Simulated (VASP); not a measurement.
# SnO (Romarchite) (P4/nmm) in VASP: notebook

One crystal, SnO (Romarchite), is run at these levels: PBEsol; tasks: electric field gradients.

All numbers are computed with VASP 6.6.1; they aren't measurements. Logs are shortened: lines on timing, memory, paths and dates and some standing lists are left out, and cuts for length are marked.

**1. Starting point**

It takes space group P4/nmm (No. 129, tetragonal). The conventional cell has a = 3.799 Å, b = 3.799 Å, c = 4.841 Å, α = 90.00°, β = 90.00°, γ = 90.00°. Around Sn (site symmetry 4mm) lie 4 O at 2.22 Å. O (site symmetry -4m2) has 4 Sn at 2.22 Å as nearest neighbours.

**2. Electric field gradients, PBEsol**

The input, INCAR:

```
SYSTEM = SnO
  PREC = Accurate
  ENCUT = 520
  EDIFF = 1E-7
  ISMEAR = -1
  SIGMA = 0.02
  LREAL = .False.
  LASPH = .True.
  NELM = 100
  ALGO = Fast
  ISIF = 2
  LWAVE = .False.
  LCHARG = .False.
  GGA = PS
  LEFG = .True.
```

The input, KPOINTS:

```
regular mesh
0
Gamma
  9 9 7
  0 0 0
```

The input, POSCAR:

```
SnO
1.0
    3.7986000000      0.0000000000      0.0000000000
    0.0000000000      3.7986000000      0.0000000000
    0.0000000000      0.0000000000      4.8408000000
Sn O
2 2
Direct
    0.5000000000      0.0000000000      0.2369000000
    0.0000000000      0.5000000000      0.7631000000
    0.0000000000      0.0000000000      0.0000000000
    0.5000000000      0.5000000000      0.0000000000
```

Potentials or basis: VASP PAW PBE potentials, release 64 (Sn_d, O).

The run is started by

```
> cat potpaw_PBE.64/Sn_d/POTCAR potpaw_PBE.64/O/POTCAR > POTCAR
> mpirun -np 1 vasp_std > vasp.out
```

OUTCAR:

```text
SYSTEM = SnO
   PREC = Accurate
   ENCUT = 520
   EDIFF = 1E-7
   ISMEAR = -1
   LREAL = .False.
   LASPH = .True.
   NELM = 100
   ISIF = 2
   GGA = PS

 ion  position               nearest neighbor table
   1  0.500  0.000  0.237-   3 2.22   4 2.22   4 2.22   3 2.22   2 3.53   2 3.53   2 3.53   2 3.53
                             2 3.70   2 3.70   2 3.70   2 3.70
   2  0.000  0.500  0.763-   3 2.22   4 2.22   3 2.22   4 2.22   1 3.53   1 3.53   1 3.53   1 3.53
                             1 3.70   1 3.70   1 3.70   1 3.70
   3  0.000  0.000  0.000-   1 2.22   2 2.22   2 2.22   1 2.22
   4  0.500  0.500  0.000-   1 2.22   2 2.22   1 2.22   2 2.22

  LATTYP: Found a simple tetragonal cell.
 ALAT       =     3.7986000000
 C/A-ratio  =     1.2743642395

  Lattice vectors:

 A1 = (   3.7986000000,   0.0000000000,   0.0000000000)
 A2 = (   0.0000000000,   3.7986000000,   0.0000000000)
 A3 = (   0.0000000000,   0.0000000000,   4.8408000000)

Analysis of symmetry for initial positions (statically):
=====================================================================
 Subroutine PRICEL returns:
 Original cell was already a primitive cell.

 Routine SETGRP: Setting up the symmetry group for a
 simple tetragonal supercell.

 Subroutine GETGRP returns: Found 16 space group operations
 (whereof  8 operations were pure point group operations)
 out of a pool of 16 trial point group operations.

The static configuration has the point symmetry D_2d.
 The point group associated with its full space group is D_4h.

Analysis of symmetry for dynamics (positions and initial velocities):
=====================================================================
 Subroutine PRICEL returns:
 Original cell was already a primitive cell.

 Routine SETGRP: Setting up the symmetry group for a
 simple tetragonal supercell.

 Subroutine GETGRP returns: Found 16 space group operations
 (whereof  8 operations were pure point group operations)
 out of a pool of 16 trial point group operations.

The dynamic configuration has the point symmetry D_2d.
 The point group associated with its full space group is D_4h.

 Subroutine INISYM returns: Found 16 space group operations
 (whereof  8 operations are pure point group operations),
 and found     1 'primitive' translations

----------------------------------------------------------------------------------------

                                     Primitive cell

  volume of cell :      69.8497

  direct lattice vectors                    reciprocal lattice vectors
     3.798600000  0.000000000  0.000000000     0.263254883  0.000000000  0.000000000
     0.000000000  3.798600000  0.000000000     0.000000000  0.263254883  0.000000000
     0.000000000  0.000000000  4.840800000     0.000000000  0.000000000  0.206577425

  length of vectors
     3.798600000  3.798600000  4.840800000     0.263254883  0.263254883  0.206577425

  position of ions in fractional coordinates (direct lattice)
     0.500000000  0.000000000  0.236900000
     0.000000000  0.500000000  0.763100000
     0.000000000  0.000000000  0.000000000
     0.500000000  0.500000000  0.000000000

  ion indices of the primitive-cell ions
   primitive index   ion index
                 1           1
                 2           2
                 3           3
                 4           4

----------------------------------------------------------------------------------------

 KPOINTS: regular mesh

Automatic generation of k-mesh.
 Grid dimensions read from file:
 generate k-points for:    9    9    7

 Generating k-lattice:

  Cartesian coordinates                     Fractional coordinates (reciprocal lattice)
     0.029250543  0.000000000  0.000000000     0.111111111  0.000000000  0.000000000
     0.000000000  0.029250543  0.000000000     0.000000000  0.111111111  0.000000000
     0.000000000  0.000000000  0.029511061     0.000000000  0.000000000  0.142857143

  Length of vectors
     0.029250543  0.029250543  0.029511061

  Shift w.r.t. Gamma in fractional coordinates (k-lattice)
     0.000000000  0.000000000  0.000000000

 Subroutine IBZKPT returns following result:
 ===========================================

 Found     60 irreducible k-points:

 Following reciprocal coordinates:
            Coordinates               Weight
  0.000000  0.000000  0.000000      1.000000
  0.111111  0.000000  0.000000      4.000000
  0.222222  0.000000  0.000000      4.000000
  0.333333  0.000000  0.000000      4.000000
  0.444444  0.000000  0.000000      4.000000
  0.111111  0.111111  0.000000      4.000000
[... 16 lines left out ...]
  0.333333  0.111111  0.142857     16.000000
  0.444444  0.111111  0.142857     16.000000
 [... further k-points ...]
   k-points           NKPTS =     60   k-points in BZ     NKDIM =     60   number of bands    NBANDS=     24
   number of dos      NEDOS =    301   number of ions     NIONS =      4
   total plane-waves  NPLWV =  28224
   dimension x,y,z NGX =    28 NGY =   28 NGZ =   36
   dimension x,y,z NGXF=    56 NGYF=   56 NGZF=   72
   ions per type =               2   2
   NGX,Y,Z   is equivalent  to a cutoff of  12.25, 12.25, 12.36 a.u.
   NGXF,Y,Z  is equivalent  to a cutoff of  24.51, 24.51, 24.73 a.u.
 SYSTEM =  SnO
   PREC   = accura    normal or accurate (medium, high low for compatibility)
   ISTART =      0    job   : 0-new  1-cont  2-samecut
   ICHARG =      2    charge: 1-file 2-atom 10-const
   ISPIN  =      1    spin polarized calculation?
   LNONCOLLINEAR =      F non collinear calculations
   LSORBIT =      F    spin-orbit coupling
   LASPH  =      T    aspherical Exc in radial PAW
   ENCUT  =  520.0 eV  38.22 Ry    6.18 a.u.   7.06  7.06  9.00*2*pi/ulx,y,z
   NELM   =    100;   NELMIN=  2; NELMDL= -5     # of ELM steps
   EDIFF  = 0.1E-06   stopping-criterion for ELM
   LREAL  =      F    real-space projection
[... 7 lines left out ...]
   TEBEG  =    0.0;   TEEND  =   0.0 temperature during run
   PSTRESS=    0.0 pullay stress
   NELECT =      40.0000    total number of electrons
   NUPDOWN=      -1.0000    fix difference up-down
   EMIN   =  10.00;   EMAX   =-10.00  energy-range for DOS
   EFERMI =   0.00;   METHOD = LEGACY
   ISMEAR =    -1;   SIGMA  =   0.02  broadening in eV -4-tet -1-fermi 0-gaus
   EFERMI_NEDOS =   21; number of points for ismear=-14 and -15
   IALGO  =     68    algorithm
   IMIX   =      4    mixing-type and parameters
     AMIX     =   0.40;   BMIX     =  1.00
     AMIX_MAG =   1.60;   BMIX_MAG =  1.00
  volume/ion in A,a.u.               =      17.46       117.84
  Fermi-wavevector in a.u.,A,eV,Ry     =   1.359482  2.569048 25.146163  1.848191
  Thomas-Fermi vector in A             =   2.486226
   LORBIT       =      0    0 simple, 1 ext, 2 COOP (PROOUT), +10 PAW based schemes
   GGA     = PS    functional components
   LHFCALC =     F    Hartree Fock is set to
   AEXX    =    0.0000 exact exchange contribution
   IVDW    =     0    specifies the selected vdW correction
   LEPSILON=     F    determine dielectric tensor
   LRPA    =     F    only Hartree local field effects (RPA)
 non-spin polarized calculation
 RMM-DIIS sequential band-by-band and
  energy-cutoff  :      520.00
  volume of cell :       69.85
 maximum number of plane-waves:      1896
   NGX = 15   NGY = 15   NGZ = 19

 number of electron      39.9999994 magnetization

 Free energy of the ion-electron system (eV)
  ---------------------------------------------------
  ext. energy  EPLUGINS =         0.00000000
  ---------------------------------------------------
  free energy    TOTEN  =       -24.20762809 eV

  energy without entropy =      -24.20758945  energy(sigma->0) =      -24.20760877

 E-fermi :   7.1701     XC(G=0): -10.4961

 val. band max:        7.0711305120   @ k =   0.1111   0.0000   0.0000
 cond. band min:       7.2587299978   @ k =   0.4444   0.4444   0.0000
 fundamental gap:      0.1875994858
 Fermi energy:         7.1701025562

 k-point     1 :       0.0000    0.0000    0.0000
  band No.  band energies     occupation
      1     -14.8791      2.00000
      2     -14.4149      2.00000
      3     -14.4149      2.00000
      4     -14.4106      2.00000
      5     -14.3622      2.00000
      6     -14.3581      2.00000
[... 16 lines left out ...]
     23      11.7736      0.00000
     24      11.7736      0.00000

 k-point     2 :       0.1111    0.0000    0.0000
  band No.  band energies     occupation
      1     -14.8725      2.00000
      2     -14.4122      2.00000
      3     -14.4117      2.00000
      4     -14.4108      2.00000
      5     -14.3636      2.00000
      6     -14.3594      2.00000
[... 16 lines left out ...]
     23      11.6981      0.00000
     24      11.8529      0.00000

 k-point     3 :       0.2222    0.0000    0.0000
  band No.  band energies     occupation
      1     -14.8538      2.00000
      2     -14.4953      2.00000
      3     -14.4041      2.00000
      4     -14.4032      2.00000
      5     -14.3794      2.00000
      6     -14.3670      2.00000
[... 16 lines left out ...]
     23      11.8583      0.00000
     24      12.1005      0.00000

 k-point     4 :       0.3333    0.0000    0.0000
  band No.  band energies     occupation
      1     -14.8235      2.00000
      2     -14.6134      2.00000
      3     -14.3919      2.00000
      4     -14.3918      2.00000
      5     -14.3711      2.00000
      6     -14.3702      2.00000
[... 16 lines left out ...]
     23      11.9975      0.00000
     24      12.5445      0.00000

 k-point     5 :       0.4444    0.0000    0.0000
  band No.  band energies     occupation
      1     -14.7778      2.00000
      2     -14.7094      2.00000
      3     -14.3818      2.00000
      4     -14.3789      2.00000
      5     -14.3754      2.00000
      6     -14.3701      2.00000
[... 451 lines left out ...]
 k-point    22 :       0.2222    0.1111    0.1429
  band No.  band energies     occupation
      1     -14.8489      2.00000
      2     -14.5279      2.00000
      3     -14.4101      2.00000
      4     -14.3899      2.00000
      5     -14.3896      2.00000
      6     -14.3598      2.00000
[... 16 lines left out ...]
     23      10.6292      0.00000
     24      12.5929      0.00000

 k-point    23 :       0.3333    0.1111    0.1429
  band No.  band energies     occupation
      1     -14.8238      2.00000
      2     -14.6362      2.00000
      3     -14.4023      2.00000
      4     -14.3823      2.00000
      5     -14.3791      2.00000
      6     -14.3618      2.00000
[... 16 lines left out ...]
     23      11.2168      0.00000
     24      12.3474      0.00000

 k-point    24 :       0.4444    0.1111    0.1429
  band No.  band energies     occupation
      1     -14.7846      2.00000
      2     -14.7235      2.00000
      3     -14.3933      2.00000
      4     -14.3851      2.00000
      5     -14.3710      2.00000
      6     -14.3643      2.00000
[... 16 lines left out ...]
     23      11.9326      0.00000
     24      12.4709      0.00000

 [... further k-points ...]
[... 5 lines left out ...]
  --------------------------------------------------------------------------------------
  -------------------------------------------------------------------------------------
  Total        0.4212231      0.4212231      0.2502573      0.0000000      0.0000000      0.0000000
  in kB        9.6618104      9.6618104      5.7402793      0.0000000      0.0000000      0.0000000
  external PRESSURE =       8.3546334 kB  Pullay stress =       0.0000000 kB

 VOLUME and BASIS-vectors are now :
 -----------------------------------------------------------------------------
  energy-cutoff  :      520.00
  volume of cell :       69.85
      direct lattice vectors                 reciprocal lattice vectors
     3.798600000  0.000000000  0.000000000     0.263254883  0.000000000  0.000000000
     0.000000000  3.798600000  0.000000000     0.000000000  0.263254883  0.000000000
     0.000000000  0.000000000  4.840800000     0.000000000  0.000000000  0.206577425

 POSITION                                       TOTAL-FORCE (eV/Angst)
 -----------------------------------------------------------------------------------
      1.89930      0.00000      1.14679        -0.000000     -0.000000      0.286372
      0.00000      1.89930      3.69401         0.000000     -0.000000     -0.286372
      0.00000      0.00000      0.00000         0.000000     -0.000000      0.000000
      1.89930      1.89930      0.00000         0.000000      0.000000      0.000000
 -----------------------------------------------------------------------------------
    total drift:                                0.000000      0.000000      0.000000

  FREE ENERGIE OF THE ION-ELECTRON SYSTEM (eV)
  ---------------------------------------------------
  free  energy   TOTEN  =       -24.2076280866 eV

  energy  without entropy=      -24.2075894535  energy(sigma->0) =      -24.20760877

 Electric field gradients (V/A^2)
---------------------------------------------------------------------
 ion       V_xx      V_yy      V_zz      V_xy      V_xz      V_yz
---------------------------------------------------------------------
   1      81.232    81.232  -162.464     0.000    -0.000    -0.000
   2      81.232    81.232  -162.464     0.000    -0.000    -0.000
   3      -0.323    -0.323     0.645    -0.000    -0.000     0.000
   4      -0.323    -0.323     0.645     0.000    -0.000     0.000
---------------------------------------------------------------------

 Electric field gradients after diagonalization (V/A^2)
 (convention: |V_zz| > |V_xx| > |V_yy|)
----------------------------------------------------------------------
 ion       V_xx      V_yy      V_zz     asymmetry (V_yy - V_xx)/ V_zz
----------------------------------------------------------------------
   1      81.232    81.232  -162.464       0.000
   2      81.232    81.232  -162.464       0.000
   3      -0.323    -0.323     0.645       0.000
   4      -0.323    -0.323     0.645       0.000
----------------------------------------------------------------------

           NMR quadrupolar parameters

 Cq : quadrupolar parameter    Cq=e*Q*V_zz/h
 eta: asymmetry parameters     (V_yy - V_xx)/ V_zz
 Q  : nuclear electric quadrupole moment in mb (millibarn)
----------------------------------------------------------------------
 ion       Cq(MHz)       eta       Q (mb)
----------------------------------------------------------------------
   1      -0.393       0.000       1.000
   2      -0.393       0.000       1.000
   3       0.002       0.000       1.000
   4       0.002       0.000       1.000
----------------------------------------------------------------------
```

It took 39 s on 1 thread of Intel Xeon 6975P-C (Granite Rapids), shared host; peak memory 0.22 GiB.

What came out:

```yaml
Free_energy: -24.2076 eV
Pressure: 0.8 GPa
Largest_force: 0.286 eV/Å
Band_gap_on_the_k_mesh: 0.19 eV, indirect (least direct gap 1.94 eV)
```

Forces in eV/Å, atoms in the order of the input:
```
Sn   0.000  0.000  0.286
Sn   0.000  0.000 -0.286
O    0.000  0.000  0.000
O    0.000  0.000  0.000
```

Stress tensor (GPa, compression positive):
```
0.97 0.00 0.00
0.00 0.97 0.00
0.00 0.00 0.57
```

Electric field gradients, principal values (V/Å²):
| atom | Vxx | Vyy | Vzz |
| --- | --- | --- | --- |
| 1 Sn | 81.232 | 81.232 | -162.464 |
| 2 Sn | 81.232 | 81.232 | -162.464 |
| 3 O | -0.323 | -0.323 | 0.645 |
| 4 O | -0.323 | -0.323 | 0.645 |

Caveat: the PAW data sets were made with another functional, which shifts forces and pressure a little; spin-orbit coupling is left out, which moves the levels of the heavy elements; an odd mesh through Γ misses points on the zone boundary, where band edges often lie.

(Continued in part 2 of 3.)
